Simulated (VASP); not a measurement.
# CdS (Fm-3m) in VASP: further runs, part 2 of 2

VASP 6.6.1. The steps go on from the part before.

### Step 4. Single point, PBEsol (strained and moved within a subgroup)

INCAR reads:

```
ALGO = Normal
EDIFF = 1E-6
ENCUT = 520
GGA = PS
ISIF = 2
ISMEAR = 0
LASPH = True
LCHARG = True
LELF = True
LREAL = False
LVHAR = True
LWAVE = False
NBANDS = 16
NELM = 100
PREC = Accurate
SIGMA = 0.05
```

KPOINTS reads:

```
k-points
0
Gamma
  12 12 12
```

POSCAR reads:

```
CdS
1.0
    0.0000000000      2.7776377418      2.7776377418
    2.6124431018      0.0000000000      2.7776377418
    2.6124431018      2.7776377418      0.0000000000
Cd S
1 1
Direct
   -0.0272405933      0.0272405933      0.0272405933
    0.5272405933      0.4727594067      0.4727594067
```

Potentials or basis: VASP PAW PBE potentials, release 64 (Cd, S).

Run with:

```
cat potpaw_PBE.64/Cd/POTCAR potpaw_PBE.64/S/POTCAR > POTCAR
mpirun -np 1 vasp_std > vasp.out
```

OUTCAR:

```text
EDIFF = 1E-6
   ENCUT = 520
   GGA = PS
   ISIF = 2
   ISMEAR = 0
   LASPH = True
   LREAL = False
   NELM = 100
   PREC = Accurate

 ion  position               nearest neighbor table
   1  0.973  0.027  0.027-   2 2.33   2 2.79   2 2.79   2 2.79   2 2.79   2 2.90
   2  0.527  0.473  0.473-   1 2.33   1 2.79   1 2.79   1 2.79   1 2.79   1 2.90

  LATTYP: Found a body centered tetragonal cell.
 ALAT       =     3.9281729658
 C/A-ratio  =     1.3301059421

  Lattice vectors:

 A1 = (  -2.6124431018,   0.0000000000,  -2.7776377418)
 A2 = (  -2.6124431018,   0.0000000000,   2.7776377418)
 A3 = (   2.6124431018,   2.7776377418,   0.0000000000)

Analysis of symmetry for initial positions (statically):
=====================================================================
 Subroutine PRICEL returns:
 Original cell was already a primitive cell.

 Routine SETGRP: Setting up the symmetry group for a
 body centered tetragonal supercell.

 Subroutine GETGRP returns: Found  8 space group operations
 (whereof  8 operations were pure point group operations)
 out of a pool of 16 trial point group operations.

The static configuration has the point symmetry C_4v.

Analysis of symmetry for dynamics (positions and initial velocities):
=====================================================================
 Subroutine PRICEL returns:
 Original cell was already a primitive cell.

 Routine SETGRP: Setting up the symmetry group for a
 body centered tetragonal supercell.

 Subroutine GETGRP returns: Found  8 space group operations
 (whereof  8 operations were pure point group operations)
 out of a pool of 16 trial point group operations.

The dynamic configuration has the point symmetry C_4v.

 Subroutine INISYM returns: Found  8 space group operations
 (whereof  8 operations are pure point group operations),
 and found     1 'primitive' translations

----------------------------------------------------------------------------------------

                                     Primitive cell

  volume of cell :      40.3114

  direct lattice vectors                    reciprocal lattice vectors
     0.000000000  2.777637742  2.777637742    -0.191391728  0.180009075  0.180009075
     2.612443102  0.000000000  2.777637742     0.191391728 -0.180009075  0.180009075
     2.612443102  2.777637742  0.000000000     0.191391728  0.180009075 -0.180009075

  length of vectors
     3.928172966  3.813152290  3.813152290     0.318492272  0.318492272  0.318492272

  position of ions in fractional coordinates (direct lattice)
     0.972759407  0.027240593  0.027240593
     0.527240593  0.472759407  0.472759407

  ion indices of the primitive-cell ions
   primitive index   ion index
                 1           1
                 2           2

----------------------------------------------------------------------------------------

 KPOINTS: k-points

Automatic generation of k-mesh.
 Grid dimensions read from file:
 generate k-points for:   12   12   12

 Generating k-lattice:

  Cartesian coordinates                     Fractional coordinates (reciprocal lattice)
    -0.015949311  0.015000756  0.015000756     0.083333333  0.000000000  0.000000000
     0.015949311 -0.015000756  0.015000756     0.000000000  0.083333333  0.000000000
     0.015949311  0.015000756 -0.015000756     0.000000000  0.000000000  0.083333333

  Length of vectors
     0.026541023  0.026541023  0.026541023

  Shift w.r.t. Gamma in fractional coordinates (k-lattice)
     0.000000000  0.000000000  0.000000000

 Subroutine IBZKPT returns following result:
 ===========================================

 Found    163 irreducible k-points:

 Following reciprocal coordinates:
            Coordinates               Weight
  0.000000  0.000000  0.000000      1.000000
  0.083333  0.000000  0.000000      8.000000
  0.166667  0.000000  0.000000      8.000000
  0.250000  0.000000  0.000000      8.000000
  0.333333 -0.000000 -0.000000      8.000000
  0.416667 -0.000000 -0.000000      8.000000
[... 16 lines left out ...]
  0.500000  0.166667 -0.000000     16.000000
 -0.416667  0.166667  0.000000     16.000000
 [... further k-points ...]
   k-points           NKPTS =    163   k-points in BZ     NKDIM =    163   number of bands    NBANDS=     16
   number of dos      NEDOS =    301   number of ions     NIONS =      2
   total plane-waves  NPLWV =  23520
   dimension x,y,z NGX =    30 NGY =   28 NGZ =   28
   dimension x,y,z NGXF=    60 NGYF=   56 NGZF=   56
   ions per type =               1   1
   NGX,Y,Z   is equivalent  to a cutoff of  12.70, 12.21, 12.21 a.u.
   NGXF,Y,Z  is equivalent  to a cutoff of  25.39, 24.41, 24.41 a.u.
 SYSTEM =  unknown system
   PREC   = accura    normal or accurate (medium, high low for compatibility)
   ISTART =      0    job   : 0-new  1-cont  2-samecut
   ICHARG =      2    charge: 1-file 2-atom 10-const
   ISPIN  =      1    spin polarized calculation?
   LNONCOLLINEAR =      F non collinear calculations
   LSORBIT =      F    spin-orbit coupling
   LASPH  =      T    aspherical Exc in radial PAW
   ENCUT  =  520.0 eV  38.22 Ry    6.18 a.u.   7.30  7.09  7.09*2*pi/ulx,y,z
   NELM   =    100;   NELMIN=  2; NELMDL= -5     # of ELM steps
   EDIFF  = 0.1E-05   stopping-criterion for ELM
   LREAL  =      F    real-space projection
   EDIFFG = 0.1E-04   stopping-criterion for IOM
   NSW    =      0    number of steps for IOM
   IBRION =     -1    ionic relax: 0-MD 1-quasi-New 2-CG
   NFREE  =      0    steps in history (QN), initial steepest desc. (CG)
   ISIF   =      2    stress and relaxation
   ISYM   =      2    0-nonsym 1-usesym 2-fastsym
   POTIM  = 0.5000    time-step for ionic-motion
   TEBEG  =    0.0;   TEEND  =   0.0 temperature during run
   PSTRESS=    0.0 pullay stress
   NELECT =      18.0000    total number of electrons
   NUPDOWN=      -1.0000    fix difference up-down
   EMIN   =  10.00;   EMAX   =-10.00  energy-range for DOS
   EFERMI =   0.00;   METHOD = LEGACY
   ISMEAR =     0;   SIGMA  =   0.05  broadening in eV -4-tet -1-fermi 0-gaus
   EFERMI_NEDOS =   21; number of points for ismear=-14 and -15
   IALGO  =     38    algorithm
   IMIX   =      4    mixing-type and parameters
     AMIX     =   0.40;   BMIX     =  1.00
     AMIX_MAG =   1.60;   BMIX_MAG =  1.00
  volume/ion in A,a.u.               =      20.16       136.02
  Fermi-wavevector in a.u.,A,eV,Ry     =   1.251285  2.364586 21.302842  1.565715
  Thomas-Fermi vector in A             =   2.385240
   LORBIT       =      0    0 simple, 1 ext, 2 COOP (PROOUT), +10 PAW based schemes
   GGA     = PS    functional components
   LHFCALC =     F    Hartree Fock is set to
   AEXX    =    0.0000 exact exchange contribution
   IVDW    =     0    specifies the selected vdW correction
   LEPSILON=     F    determine dielectric tensor
   LRPA    =     F    only Hartree local field effects (RPA)
 non-spin polarized calculation
 Gauss-broadening in eV      SIGMA  =   0.05
  energy-cutoff  :      520.00
  volume of cell :       40.31
 maximum number of plane-waves:      1110
 NGX is ok and might be reduce to    30
   NGX = 15   NGY = 15   NGZ = 15

 number of electron      17.9999999 magnetization

 Free energy of the ion-electron system (eV)
  ---------------------------------------------------
  ext. energy  EPLUGINS =         0.00000000
  ---------------------------------------------------
  free energy    TOTEN  =        -6.40148329 eV

  energy without entropy =       -6.40146469  energy(sigma->0) =       -6.40147399

 E-fermi :   3.0516     XC(G=0): -10.6530

 val. band max:        2.9736172966   @ k =   0.5000   0.0000   0.0000
 cond. band min:       3.0973584202   @ k =   0.0000   0.5000   0.5000
 fundamental gap:      0.1237411236
 Fermi energy:         3.0516486262

 k-point     1 :       0.0000    0.0000    0.0000
  band No.  band energies     occupation
      1     -10.0986      2.00000
      2      -4.9320      2.00000
      3      -4.8371      2.00000
      4      -4.8371      2.00000
      5      -4.6959      2.00000
      6      -4.6454      2.00000
[... 8 lines left out ...]
     15      14.2347      0.00000
     16      14.2735      0.00000
[... 419 lines left out ...]
 k-point    24 :      -0.4167    0.1667    0.0000
  band No.  band energies     occupation
      1      -8.9919      2.00000
      2      -5.1565      2.00000
      3      -4.9722      2.00000
      4      -4.8392      2.00000
      5      -4.5226      2.00000
      6      -4.4346      2.00000
[... 8 lines left out ...]
     15      15.5178      0.00000
     16      16.6662      0.00000

 [... further k-points ...]

------------------------ aborting loop because EDIFF is reached ----------------------------------------

  FORCE on cell =-STRESS in cart. coord.  units (eV):
  Direction    XX          YY          ZZ          XY          YZ          ZX
  --------------------------------------------------------------------------------------
  -------------------------------------------------------------------------------------
  Total        3.7566620     -0.7342969     -0.7342969      0.0000000      0.0000000     -0.0000000
  in kB      149.3085439    -29.1846329    -29.1846329      0.0000000      0.0000000     -0.0000000
  external PRESSURE =      30.3130927 kB  Pullay stress =       0.0000000 kB

 VOLUME and BASIS-vectors are now :
 -----------------------------------------------------------------------------
  energy-cutoff  :      520.00
  volume of cell :       40.31
      direct lattice vectors                 reciprocal lattice vectors
     0.000000000  2.777637742  2.777637742    -0.191391728  0.180009075  0.180009075
     2.612443102  0.000000000  2.777637742     0.191391728 -0.180009075  0.180009075
     2.612443102  2.777637742  0.000000000     0.191391728  0.180009075 -0.180009075

 POSITION                                       TOTAL-FORCE (eV/Angst)
 -----------------------------------------------------------------------------------
      0.14233      2.77764      2.77764        -1.800563      0.000000      0.000000
      2.47011      2.77764      2.77764         1.800563      0.000000      0.000000
 -----------------------------------------------------------------------------------
    total drift:                                0.000510     -0.000010     -0.000010

  FREE ENERGIE OF THE ION-ELECTRON SYSTEM (eV)
  ---------------------------------------------------
  free  energy   TOTEN  =        -6.4014832861 eV

  energy  without entropy=       -6.4014646861  energy(sigma->0) =       -6.40147399
```

OSZICAR:

```text
N       E                     dE             d eps       ncg     rms          rms(c)
DAV:   1     0.110104535719E+03    0.11010E+03   -0.92669E+03  5240   0.107E+03
DAV:   2    -0.303963603473E+01   -0.11314E+03   -0.10588E+03  6440   0.261E+02
DAV:   3    -0.695148170642E+01   -0.39118E+01   -0.39052E+01  6360   0.504E+01
DAV:   4    -0.697010926460E+01   -0.18628E-01   -0.18626E-01  6728   0.350E+00
DAV:   5    -0.697028378109E+01   -0.17452E-03   -0.17452E-03  6360   0.325E-01    0.875E+00
DAV:   6    -0.643160238705E+01    0.53868E+00   -0.85547E-01  7248   0.132E+01    0.701E+00
DAV:   7    -0.640493729252E+01    0.26665E-01   -0.18944E-01  6784   0.323E+00    0.334E+00
DAV:   8    -0.640183687147E+01    0.31004E-02   -0.20369E-02  5928   0.180E+00    0.333E-01
DAV:   9    -0.640146778157E+01    0.36909E-03   -0.17588E-03  6960   0.648E-01    0.506E-02
DAV:  10    -0.640147219194E+01   -0.44104E-05   -0.17812E-04  6280   0.149E-01    0.487E-02
DAV:  11    -0.640148339006E+01   -0.11198E-04   -0.23380E-05  6880   0.466E-02    0.154E-02
DAV:  12    -0.640148328613E+01    0.10393E-06   -0.41367E-06  6352   0.198E-02
   1 F= -.64014833E+01 E0= -.64014740E+01  d E =-.186000E-04
```

Wall time 77 s (1 thread of Intel Xeon Platinum 8259CL at 2.50GHz (Skylake/Cascade Lake), shared host); peak memory 0.23 GiB.

What came out:

```
Free energy            : -6.4015 eV
Pressure               : 3.0 GPa
Largest force          : 1.801 eV/Å
Band gap on the k mesh : 0.12 eV, indirect (least direct gap 1.48 eV)
```

Forces in eV/Å, atoms in the order of the input:
```
Cd  -1.801  0.000  0.000
S    1.801  0.000  0.000
```

Stress tensor (GPa, compression positive):
```
14.93  0.00  0.00
 0.00 -2.92  0.00
 0.00  0.00 -2.92
```

Caveat: the PAW data sets were made with another functional, which shifts forces and pressure a little. A k mesh can miss the band edges.
